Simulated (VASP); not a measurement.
# MnO2 (P-3m1) in VASP: a series of runs

The runs below take MnO2 through single point, with r2SCAN.

Program: VASP 6.6.1. These are calculated values, not measurements. Logs are shortened: lines on timing, memory, paths and dates and some standing lists are left out, and cuts for length are marked.

## 1. Starting point

Symmetry: P-3m1, No. 164, trigonal system. The conventional cell has a = 2.857 Å, b = 2.857 Å, c = 4.601 Å, α = 90.00°, β = 90.00°, γ = 120.00°. Mn (site symmetry -3m) is surrounded by 6 O at 1.90 Å. O (site symmetry 3m) has 3 Mn at 1.90 Å as nearest neighbours.

Measurements of this composition are mostly on another form, of space group No. 136.

## 2. Single point, r2SCAN, collinear spin, ferromagnetic start

The input, INCAR:

```
SYSTEM = MnO2
PREC = Accurate ; ENCUT = 520
EDIFF = 1E-6 ; ISMEAR = 0
SIGMA = 0.05 ; LREAL = .FALSE.
LASPH = .TRUE. ; NELM = 100
ALGO = Normal ; ISIF = 2
LWAVE = .FALSE. ; LCHARG = .FALSE.
ISPIN = 2 ; MAGMOM = 4 0 0
LORBIT = 11 ; LMAXMIX = 4
METAGGA = R2SCAN ; LMIXTAU = .TRUE.
ADDGRID = .FALSE.
```

The input, KPOINTS:

```
Automatic mesh
0
G
  6 6 4
  0 0 0
```

The input, POSCAR:

```
MnO2
1.0
    2.8565781804      0.0000000000      0.0000000000
   -1.4282890902      2.4738692722      0.0000000000
    0.0000000000      0.0000000000      4.6013740589
Mn O
1 2
Direct
    0.0186700000     -0.0033200000      0.4886240000
    0.3165570000      0.6444560000      0.7182440000
    0.6490790000      0.3390650000      0.3129550000
```

Potentials or basis: VASP PAW PBE potentials, release 64 (Mn_pv, O).

On the command line:

```sh
> cat potpaw_PBE.64/Mn_pv/POTCAR potpaw_PBE.64/O/POTCAR > POTCAR
> mpirun -np 1 vasp_std > vasp.out
```

OUTCAR:

```text
SYSTEM = MnO2
   PREC = Accurate
   ENCUT = 520
   EDIFF = 1E-6
   ISMEAR = 0
   LREAL = .FALSE.
   LASPH = .TRUE.
   NELM = 100
   ISIF = 2
   ISPIN = 2
   LORBIT = 11
   METAGGA = R2SCAN

 Found     76 irreducible k-points:

 Following reciprocal coordinates:
            Coordinates               Weight
  0.000000  0.000000  0.000000      1.000000
  0.166667  0.000000  0.000000      2.000000
  0.000000  0.166667  0.000000      2.000000
 -0.166667  0.166667  0.000000      2.000000
  0.333333 -0.000000  0.000000      2.000000
  0.000000  0.333333  0.000000      2.000000
   k-points           NKPTS =     76   k-points in BZ     NKDIM =     76   number of bands    NBANDS=     18
   number of dos      NEDOS =    301   number of ions     NIONS =      3
   total plane-waves  NPLWV =  20736
   dimension x,y,z NGX =    24 NGY =   24 NGZ =   36
   dimension x,y,z NGXF=    48 NGYF=   48 NGZF=   72
   ions per type =               1   2
   NGX,Y,Z   is equivalent  to a cutoff of  13.97, 13.97, 13.01 a.u.
   NGXF,Y,Z  is equivalent  to a cutoff of  27.93, 27.93, 26.01 a.u.
 SYSTEM =  MnO2
   PREC   = accura    normal or accurate (medium, high low for compatibility)
   ISTART =      0    job   : 0-new  1-cont  2-samecut
   ICHARG =      2    charge: 1-file 2-atom 10-const
   ISPIN  =      2    spin polarized calculation?
   LNONCOLLINEAR =      F non collinear calculations
   LSORBIT =      F    spin-orbit coupling
   LASPH  =      T    aspherical Exc in radial PAW
   ENCUT  =  520.0 eV  38.22 Ry    6.18 a.u.   5.31  5.31  8.56*2*pi/ulx,y,z
   NELM   =    100;   NELMIN=  2; NELMDL= -5     # of ELM steps
   EDIFF  = 0.1E-05   stopping-criterion for ELM
   LREAL  =      F    real-space projection
   EDIFFG = 0.1E-04   stopping-criterion for IOM
   NSW    =      0    number of steps for IOM
   IBRION =     -1    ionic relax: 0-MD 1-quasi-New 2-CG
   NFREE  =      0    steps in history (QN), initial steepest desc. (CG)
   ISIF   =      2    stress and relaxation
   ISYM   =      2    0-nonsym 1-usesym 2-fastsym
   POTIM  = 0.5000    time-step for ionic-motion
   TEBEG  =    0.0;   TEEND  =   0.0 temperature during run
   PSTRESS=    0.0 pullay stress
   NELECT =      25.0000    total number of electrons
   NUPDOWN=      -1.0000    fix difference up-down
   EMIN   =  10.00;   EMAX   =-10.00  energy-range for DOS
   EFERMI =   0.00;   METHOD = LEGACY
   ISMEAR =     0;   SIGMA  =   0.05  broadening in eV -4-tet -1-fermi 0-gaus
   EFERMI_NEDOS =   21; number of points for ismear=-14 and -15
   IALGO  =     38    algorithm
   IMIX   =      4    mixing-type and parameters
     AMIX     =   0.40;   BMIX     =  1.00
     AMIX_MAG =   1.60;   BMIX_MAG =  1.00
  volume/ion in A,a.u.               =      10.84        73.15
  Fermi-wavevector in a.u.,A,eV,Ry     =   1.499747  2.834111 30.602787  2.249241
  Thomas-Fermi vector in A             =   2.611337
   LORBIT       =     11    0 simple, 1 ext, 2 COOP (PROOUT), +10 PAW based schemes
   METAGGA = R2SCAN    functional components
   LHFCALC =     F    Hartree Fock is set to
   AEXX    =    0.0000 exact exchange contribution
   IVDW    =     0    specifies the selected vdW correction
   LEPSILON=     F    determine dielectric tensor
   LRPA    =     F    only Hartree local field effects (RPA)
 spin polarized calculation
 Gauss-broadening in eV      SIGMA  =   0.05
  energy-cutoff  :      520.00
  volume of cell :       32.52
 maximum number of plane-waves:       885
 NGX is ok and might be reduce to    24
   NGX = 11   NGY = 11   NGZ = 17

 number of electron      24.9999993 magnetization       3.0000256

 Free energy of the ion-electron system (eV)
  ---------------------------------------------------
  ext. energy  EPLUGINS =         0.00000000
  ---------------------------------------------------
  free energy    TOTEN  =       -32.18573789 eV

  energy without entropy =      -32.18573789  energy(sigma->0) =      -32.18573789

 E-fermi :   2.9652     XC(G=0): -11.5345

 val. band max:        2.6431241717   @ k =   0.1667   0.0000   0.5000
 cond. band min:       4.4668448496   @ k =   0.0000   0.0000   0.5000
 fundamental gap:      1.8237206779
 Fermi energy:         2.9651759161

 spin component 1

 k-point     1 :       0.0000    0.0000    0.0000
  band No.  band energies     occupation
      1     -49.6691      1.00000
      2     -49.6565      1.00000
      3     -49.6491      1.00000
      4     -17.9754      1.00000
      5     -15.3222      1.00000
      6      -3.8384      1.00000
[... 10 lines left out ...]
     17      10.5514      0.00000
     18      14.2014      0.00000

 k-point     2 :       0.1667    0.0000    0.0000
  band No.  band energies     occupation
      1     -49.7089      1.00000
      2     -49.6628      1.00000
      3     -49.6476      1.00000
      4     -17.6561      1.00000
      5     -15.3987      1.00000
      6      -3.6766      1.00000
[... 10 lines left out ...]
     17      11.6941      0.00000
     18      15.4174      0.00000

 k-point     3 :       0.0000    0.1667    0.0000
  band No.  band energies     occupation
      1     -49.7012      1.00000
      2     -49.6703      1.00000
      3     -49.6478      1.00000
      4     -17.6548      1.00000
      5     -15.4024      1.00000
      6      -3.6900      1.00000
[... 10 lines left out ...]
     17      11.7036      0.00000
     18      15.4156      0.00000

 k-point     4 :      -0.1667    0.1667    0.0000
  band No.  band energies     occupation
      1     -49.6972      1.00000
      2     -49.6722      1.00000
      3     -49.6475      1.00000
      4     -17.6696      1.00000
      5     -15.3900      1.00000
      6      -3.7396      1.00000
[... 10 lines left out ...]
     17      11.6792      0.00000
     18      15.4426      0.00000

 k-point     5 :       0.3333   -0.0000    0.0000
  band No.  band energies     occupation
      1     -49.7915      1.00000
      2     -49.6806      1.00000
      3     -49.6354      1.00000
      4     -17.0129      1.00000
      5     -15.4877      1.00000
      6      -3.9184      1.00000
[... 10 lines left out ...]
     17      13.8296      0.00000
     18      17.2522      0.00000

 k-point     6 :       0.0000    0.3333    0.0000
  band No.  band energies     occupation
      1     -49.7827      1.00000
      2     -49.6900      1.00000
      3     -49.6348      1.00000
      4     -17.0076      1.00000
      5     -15.4996      1.00000
      6      -3.9700      1.00000
[... 10 lines left out ...]
     17      13.8305      0.00000
     18      17.2845      0.00000

 [... further k-points ...]

 spin component 2

 k-point     1 :       0.0000    0.0000    0.0000
  band No.  band energies     occupation
      1     -45.6868      1.00000
      2     -45.5559      1.00000
      3     -45.3731      1.00000
      4     -17.8399      1.00000
      5     -15.2833      1.00000
      6      -2.7599      1.00000
[... 10 lines left out ...]
     17      11.1181      0.00000
     18      14.8907      0.00000

 k-point     2 :       0.1667    0.0000    0.0000
  band No.  band energies     occupation
      1     -45.7348      1.00000
      2     -45.5724      1.00000
      3     -45.3641      1.00000
      4     -17.5084      1.00000
      5     -15.3632      1.00000
      6      -2.7959      1.00000
[... 10 lines left out ...]
     17      12.1926      0.00000
     18      16.1173      0.00000

 k-point     3 :       0.0000    0.1667    0.0000
  band No.  band energies     occupation
      1     -45.7314      1.00000
      2     -45.5762      1.00000
      3     -45.3637      1.00000
      4     -17.5072      1.00000
      5     -15.3669      1.00000
      6      -2.7877      1.00000
[... 10 lines left out ...]
     17      12.1991      0.00000
     18      16.1120      0.00000

 k-point     4 :      -0.1667    0.1667    0.0000
  band No.  band energies     occupation
      1     -45.6980      1.00000
      2     -45.6059      1.00000
      3     -45.3641      1.00000
      4     -17.5232      1.00000
      5     -15.3542      1.00000
      6      -2.7010      1.00000
[... 10 lines left out ...]
     17      12.1754      0.00000
     18      16.1384      0.00000

 k-point     5 :       0.3333   -0.0000    0.0000
  band No.  band energies     occupation
      1     -45.8346      1.00000
      2     -45.6004      1.00000
      3     -45.3459      1.00000
      4     -16.8270      1.00000
      5     -15.4781      1.00000
      6      -2.9656      1.00000
[... 10 lines left out ...]
     17      14.2669      0.00000
     18      18.0719      0.00000

 k-point     6 :       0.0000    0.3333    0.0000
  band No.  band energies     occupation
      1     -45.8275      1.00000
      2     -45.6084      1.00000
      3     -45.3448      1.00000
      4     -16.8227      1.00000
      5     -15.4889      1.00000
      6      -2.9821      1.00000
[... 10 lines left out ...]
     17      14.2503      0.00000
     18      18.1012      0.00000

 [... further k-points ...]

------------------------ aborting loop because EDIFF is reached ----------------------------------------

  FORCE on cell =-STRESS in cart. coord.  units (eV):
  Direction    XX          YY          ZZ          XY          YZ          ZX
  --------------------------------------------------------------------------------------
  -------------------------------------------------------------------------------------
  Total        1.4498705      1.7613062      0.6868880      1.0071119      0.7812702     -1.2446806
  in kB       71.4380180     86.7830795     33.8443429     49.6224167     38.4947469    -61.3278990
  external PRESSURE =      64.0218135 kB  Pullay stress =       0.0000000 kB

 VOLUME and BASIS-vectors are now :
 -----------------------------------------------------------------------------
  energy-cutoff  :      520.00
  volume of cell :       32.52
      direct lattice vectors                 reciprocal lattice vectors
     2.856578180  0.000000000  0.000000000     0.350069187  0.202112539  0.000000000
    -1.428289090  2.473869272  0.000000000     0.000000000  0.404225078  0.000000000
     0.000000000  0.000000000  4.601374059     0.000000000  0.000000000  0.217326387

 POSITION                                       TOTAL-FORCE (eV/Angst)
 -----------------------------------------------------------------------------------
     -1.37021      2.46566      2.24834        -1.780968     -0.177203      3.765022
     -0.01620      1.59430      3.30491         0.098058      0.507627     -1.235238
      1.36986      0.83880      1.44002         1.682910     -0.330425     -2.529784
 -----------------------------------------------------------------------------------
    total drift:                                0.003666     -0.015017      0.010676

  FREE ENERGIE OF THE ION-ELECTRON SYSTEM (eV)
  ---------------------------------------------------
  free  energy   TOTEN  =       -32.1857378902 eV

  energy  without entropy=      -32.1857378902  energy(sigma->0) =      -32.18573789

 total charge

# of ion       s       p       d       tot
------------------------------------------
    1        0.394   6.484   4.908  11.786
    2        1.589   3.399   0.000   4.989
    3        1.586   3.518   0.000   5.104
--------------------------------------------------
tot          3.570  13.401   4.908  21.879

 magnetization (x)

# of ion       s       p       d       tot
------------------------------------------
    1        0.029   0.040   2.831   2.899
    2        0.005  -0.028   0.000  -0.023
    3        0.003   0.058   0.000   0.061
--------------------------------------------------
tot          0.037   0.070   2.831   2.937
```

Wall time 2.1 min (1 thread of Intel Xeon 6975P-C (Granite Rapids), shared host); peak memory 0.22 GiB.

The run converged, but some of its settings lie outside the range that counts as converged, so its numbers aren't taken as properties of the crystal.

What came out:

```
Free energy                                           : -32.1857 eV
Pressure                                              : 6.4 GPa
Largest force                                         : 4.169 eV/Å
Band gap on the k mesh                                : 1.82 eV, indirect (least direct gap 1.88 eV)
Net moment                                            : 3.00 μB per cell
Site moments                                          : Mn +2.90; O -0.02, +0.06 μB
Valence electrons inside the program's atomic spheres : Mn 11.79; O 4.99, 5.10
```

Caveat: the k mesh is coarse (spacing up to 0.42 Å⁻¹), so the values aren't converged; the PAW data sets were made with another functional, which shifts forces and pressure a little; a cell with one magnetic atom can't hold antiferromagnetic order, which such compounds often take.

## 3. Single point, r2SCAN, collinear spin, ferromagnetic start

Edit INCAR of step 2 so:

```diff
@@ -1,3 +1,3 @@
 SYSTEM = MnO2
-PREC = Accurate ; ENCUT = 520
+PREC = Accurate ; ENCUT = 400
 EDIFF = 1E-6 ; ISMEAR = 0
```

The input, KPOINTS:

```
Automatic mesh
0
G
  8 8 4
  0 0 0
```

The input, POSCAR:

```
MnO2
1.0
    2.8565781804      0.0000000000      0.0000000000
   -1.4282890902      2.4738692722      0.0000000000
    0.0000000000      0.0000000000      4.6013740589
Mn O
1 2
Direct
    0.0000000000      0.0000000000      0.5000000000
    0.3333333333      0.6666666667      0.7062925700
    0.6666666667      0.3333333333      0.2937074300
```

Potentials or basis: VASP PAW PBE potentials, release 64 (Mn_pv, O).

On the command line:

```sh
> cat potpaw_PBE.64/Mn_pv/POTCAR potpaw_PBE.64/O/POTCAR > POTCAR
> mpirun -np 1 vasp_std > vasp.out
```

OUTCAR:

```text
SYSTEM = MnO2
   PREC = Accurate
   ENCUT = 400
   EDIFF = 1E-6
   ISMEAR = 0
   LREAL = .FALSE.
   LASPH = .TRUE.
   NELM = 100
   ISIF = 2
   ISPIN = 2
   LORBIT = 11
   METAGGA = R2SCAN

 Found     35 irreducible k-points:

 Following reciprocal coordinates:
            Coordinates               Weight
  0.000000  0.000000  0.000000      1.000000
  0.125000  0.000000  0.000000      6.000000
  0.250000  0.000000  0.000000      6.000000
  0.375000  0.000000  0.000000      6.000000
  0.500000  0.000000  0.000000      3.000000
  0.125000  0.125000  0.000000      6.000000
   k-points           NKPTS =     35   k-points in BZ     NKDIM =     35   number of bands    NBANDS=     18
   number of dos      NEDOS =    301   number of ions     NIONS =      3
   total plane-waves  NPLWV =  12000
   dimension x,y,z NGX =    20 NGY =   20 NGZ =   30
   dimension x,y,z NGXF=    40 NGYF=   40 NGZF=   60
   ions per type =               1   2
   NGX,Y,Z   is equivalent  to a cutoff of  11.64, 11.64, 10.84 a.u.
   NGXF,Y,Z  is equivalent  to a cutoff of  23.28, 23.28, 21.68 a.u.
 SYSTEM =  MnO2
   PREC   = accura    normal or accurate (medium, high low for compatibility)
[... 326 lines left out ...]

  FORCE on cell =-STRESS in cart. coord.  units (eV):
  Direction    XX          YY          ZZ          XY          YZ          ZX
  --------------------------------------------------------------------------------------
  -------------------------------------------------------------------------------------
  Total       -1.2025367     -1.2025367     -1.2783332     -0.0000000      0.0000000      0.0000000
  in kB      -59.2513888    -59.2513888    -62.9860304     -0.0000000      0.0000000      0.0000000
  external PRESSURE =     -60.4962693 kB  Pullay stress =       0.0000000 kB

 VOLUME and BASIS-vectors are now :
 -----------------------------------------------------------------------------
  energy-cutoff  :      400.00
  volume of cell :       32.52
      direct lattice vectors                 reciprocal lattice vectors
     2.856578180  0.000000000  0.000000000     0.350069187  0.202112539  0.000000000
    -1.428289090  2.473869272  0.000000000     0.000000000  0.404225078  0.000000000
     0.000000000  0.000000000  4.601374059     0.000000000  0.000000000  0.217326387

 POSITION                                       TOTAL-FORCE (eV/Angst)
 -----------------------------------------------------------------------------------
      0.00000      0.00000      2.30069         0.000000      0.000000      0.000000
     -0.00000      1.64925      3.24992        -0.000000      0.000000     -0.010533
      1.42829      0.82462      1.35146         0.000000     -0.000000      0.010533
 -----------------------------------------------------------------------------------
    total drift:                                0.000000     -0.000000      0.000000

  FREE ENERGIE OF THE ION-ELECTRON SYSTEM (eV)
  ---------------------------------------------------
  free  energy   TOTEN  =       -32.5812376104 eV

  energy  without entropy=      -32.5812376104  energy(sigma->0) =      -32.58123761

 total charge

# of ion       s       p       d       tot
------------------------------------------
    1        0.383   6.468   4.860  11.710
    2        1.612   3.460   0.000   5.071
    3        1.612   3.460   0.000   5.071
--------------------------------------------------
tot          3.606  13.387   4.860  21.853

 magnetization (x)

# of ion       s       p       d       tot
------------------------------------------
    1        0.030   0.039   2.866   2.935
    2        0.004   0.003   0.000   0.007
    3        0.004   0.003   0.000   0.007
--------------------------------------------------
tot          0.038   0.044   2.866   2.948
```

Wall time 57 s (1 thread of Intel Xeon 6975P-C (Granite Rapids), shared host); peak memory 0.16 GiB.

The run converged, but some of its settings lie outside the range that counts as converged, so its numbers aren't taken as properties of the crystal.

Results:

| Property | Result |
| --- | --- |
| Free energy | -32.5812 eV |
| Largest force | 0.011 eV/Å |
| Band gap on the k mesh | 1.88 eV, indirect (least direct gap 1.99 eV) |
| Net moment | 3.00 μB per cell |
| Site moments | Mn +2.94; O +0.01 μB |
| Valence electrons inside the program's atomic spheres | Mn 11.71; O 5.07 |

Caveat: the cutoff is under 1.25 times the usual one of these potentials, so pressure, stress and relaxed cells hold a basis-set (Pulay) error; the PAW data sets were made with another functional, which shifts forces and pressure a little; a cell with one magnetic atom can't hold antiferromagnetic order, which such compounds often take.
